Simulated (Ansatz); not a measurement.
## GaAs: Ga vacancy

Level of theory: PBEsol, collinear spin, scalar-relativistic; Ansatz, plane waves to 420 eV (PAW set soft_2), k-mesh 2×2×2 shifted by half a step.

The relaxed host crystal (Kohn–Sham gap 0.43 eV over the whole zone):

```yaml
crystal:
  lattice:
    - [0.00000, 2.82893, 2.82893]
    - [2.82893, 0.00000, 2.82893]
    - [2.82893, 2.82893, 0.00000]
  atoms:
    - { symbol: Ga, position: [0.00000, 0.00000, 0.00000] }
    - { symbol: As, position: [0.25000, 0.25000, 0.25000] }
```

Supercell of 32 atoms, rows of the matrix [[-1,-1,3],[-1,-1,-1],[3,-1,-1]] times the cell vectors; Ga vacancy at (0.000, 0.000, 0.000) in fractions of the cell above. Atoms are relaxed at the host's cell, from a start shaken by 0.03 Å near the defect; charged cells sit in a uniform background.

The defect was relaxed in the charges 0, -1, -3. Distances from the empty Ga site (Å), by shell of the perfect crystal:

| shell | perfect crystal | state A | state B | state C |
| --- | --- | --- | --- | --- |
| 4 As | 2.45 | 2.25 | 2.17 | 2.22 |

| state | moment of the cell (μB) | gap of the cell on the mesh (eV) | carriers |
| --- | --- | --- | --- |
| A | 1.50 | 0.00 | in a band of the host or near its edge |
| B | 0.00 | 1.49 | none in the bands |
| C | 0.49 | 0.00 | in a band of the host or near its edge |

On this mesh the host's own supercell has a gap of 2.03 eV.

Task: Which state has which charge?

Result: A has charge 0; B has charge -3; C has charge -1.

At charges 0 and -1 a carrier lies in a band of the host or at its edge (levels aligned by the semicore states), so it isn't shown to be bound to the defect (semilocal functionals spread carriers too far and can miss a bound one), and no level is taken from those states.

No formation energy is given, since the neutral cell holds a carrier in a band.

Caveats: at charge -3: net starting moment lost; semilocal functionals make gaps too small, which shifts levels too; small supercell, so energies and levels can be off by tenths of an eV; one random start near the defect, so other minima are possible.
